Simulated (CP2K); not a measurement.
Set up this calculation in CP2K 2026.2, as the native input.

- Task: relaxation of cell and atoms
- Functional: LDA
- Potentials or basis: POTENTIAL_UZH Ge GTH-PBE-q4; TZVP-MOLOPT-PBE-GTH basis
- Density cutoff: 9184 eV
- k mesh: 9 × 9 × 9
- Occupations: fermi-dirac, width 0.05 eV
- Spin: no spin polarisation
- SCF solver: diagonalisation with k points
- Quickstep method: GPW
- EPS_DEFAULT: 1.0E-10
- EPS_SCF: 1.0E-6
- MAX_SCF: 100
- SCF_GUESS: ATOMIC
- Mesh centred on Gamma: yes
- CHOLESKY: OFF
- EPS_EIGVAL: 1.0E-7
- MIXING METHOD: BROYDEN_MIXING
- MIXING ALPHA: 0.4
- NBUFFER: 8
- NGRIDS: 4
- EXTRAPOLATION: USE_PREV_P
- Basis sets: Ge TZVP-MOLOPT-PBE-GTH-q4
- Potentials: Ge GTH-PBE-q4 of POTENTIAL_UZH
- ADDED_MOS: [8]
- Optimiser: BFGS
- Most steps: 40
- KEEP_SPACE_GROUP: yes
- Force threshold (eV/A): 0.05 eV/Å
- PRESSURE_TOLERANCE (bar): 200 bar
- Target pressure (GPa): 0 GPa
- REL_CUTOFF (Ry): 60 Ry
- MIXING BETA (1/bohr): 1.5 1/bohr
- CUTOFF of the grids: 675 Ry

The system is Ge.

```xyz
1
Lattice="2.9467 0.0000 0.0000 -0.5651 2.8920 0.0000 -1.1908 -1.4460 2.2746" Properties=species:S:1:pos:R:3 pbc="T T T"
Ge    1.1908    1.4460    0.0000
```

The cell was built by a generator and needn't be a form met in nature.

One way to write it, as run:

ge_vcrelax.inp

```
&GLOBAL
  PROJECT ge_vcrelax
  RUN_TYPE CELL_OPT
  PRINT_LEVEL LOW
&END GLOBAL
&FORCE_EVAL
  METHOD QS
  STRESS_TENSOR ANALYTICAL
  &DFT
    BASIS_SET_FILE_NAME BASIS_MOLOPT_UZH
    POTENTIAL_FILE_NAME POTENTIAL_UZH
    &MGRID
      CUTOFF 675
      REL_CUTOFF 60
      NGRIDS 4
    &END MGRID
    &QS
      METHOD GPW
      EPS_DEFAULT 1.0E-10
      EXTRAPOLATION USE_PREV_P
    &END QS
    &KPOINTS
      SCHEME MONKHORST-PACK 9 9 9
      GAMMA_CENTERED T
    &END KPOINTS
    &SCF
      SCF_GUESS ATOMIC
      EPS_SCF 1.0E-6
      MAX_SCF 100
      ADDED_MOS 8
      CHOLESKY OFF
      EPS_EIGVAL 1.0E-7
      &DIAGONALIZATION ON
        ALGORITHM STANDARD
      &END DIAGONALIZATION
      &MIXING ON
        METHOD BROYDEN_MIXING
        ALPHA 0.4
        BETA 1.5
        NBUFFER 8
      &END MIXING
      &SMEAR ON
        METHOD FERMI_DIRAC
        ELECTRONIC_TEMPERATURE [K] 580.226
      &END SMEAR
    &END SCF
    &XC
      &XC_FUNCTIONAL
        &LDA_X
        &END LDA_X
        &LDA_C_PW
        &END LDA_C_PW
      &END XC_FUNCTIONAL
    &END XC
    &PRINT
      &KPOINTS ON
      &END KPOINTS
      &MULLIKEN ON
        &EACH
          CELL_OPT 0
        &END EACH
        ADD_LAST NUMERIC
      &END MULLIKEN
      &MO ON
        ENERGIES T
        OCCUPATION_NUMBERS T
        &EACH
          QS_SCF 0
          CELL_OPT 0
        &END EACH
        ADD_LAST NUMERIC
      &END MO
    &END PRINT
  &END DFT
  &SUBSYS
    &CELL
      A 2.9466647426 0.0000000000 0.0000000000
      B -0.5651224777 2.8919664055 0.0000000000
      C -1.1907711324 -1.4459832027 2.2746493780
      PERIODIC XYZ
    &END CELL
    &COORD
      Ge  1.1907711324 1.4459832027 0.0000000000
    &END COORD
    &KIND Ge
      BASIS_SET TZVP-MOLOPT-PBE-GTH-q4
      POTENTIAL GTH-PBE-q4
    &END KIND
    &PRINT
      &ATOMIC_COORDINATES ON
      &END ATOMIC_COORDINATES
      &CELL ON
      &END CELL
    &END PRINT
  &END SUBSYS
  &PRINT
    &FORCES ON
    &END FORCES
    &STRESS_TENSOR ON
    &END STRESS_TENSOR
  &END PRINT
&END FORCE_EVAL
&MOTION
  &CELL_OPT
    OPTIMIZER BFGS
    MAX_ITER 40
    MAX_FORCE [eV*angstrom^-1] 0.05
    RMS_FORCE [eV*angstrom^-1] 0.05
    MAX_DR 1.0E-2
    RMS_DR 1.0E-2
    EXTERNAL_PRESSURE [bar] 0.0
    PRESSURE_TOLERANCE [bar] 200
    KEEP_SPACE_GROUP T
  &END CELL_OPT
  &PRINT
    &TRAJECTORY ON
    &END TRAJECTORY
    &CELL ON
    &END CELL
    &FORCES ON
    &END FORCES
    &STRESS ON
    &END STRESS
    &RESTART OFF
    &END RESTART
    &RESTART_HISTORY OFF
    &END RESTART_HISTORY
  &END PRINT
&END MOTION
```

Potentials or basis: POTENTIAL_UZH Ge GTH-PBE-q4; TZVP-MOLOPT-PBE-GTH basis.

Command:

```console
$ OMP_NUM_THREADS=1 cp2k.psmp -i ge_vcrelax.inp -o ge_vcrelax.out
```

It gave:

* Energy gained by relaxing: 8.5 meV/atom
* Ionic steps: 10
* Pressure after relaxing: -0.1 GPa
* Band gap on the k mesh: none (metal or under the smearing width)

Caveat: the potentials were made for another functional, which shifts forces and pressure; more than 0.5 GPa of stress was left at the end, so the final cell isn't listed; the basis of atomic orbitals isn't converged, which shifts pressures, moduli and gaps.

Run time: 84 s on 1 thread of Arm Neoverse V1, on a shared host, peak memory 0.23 GiB.
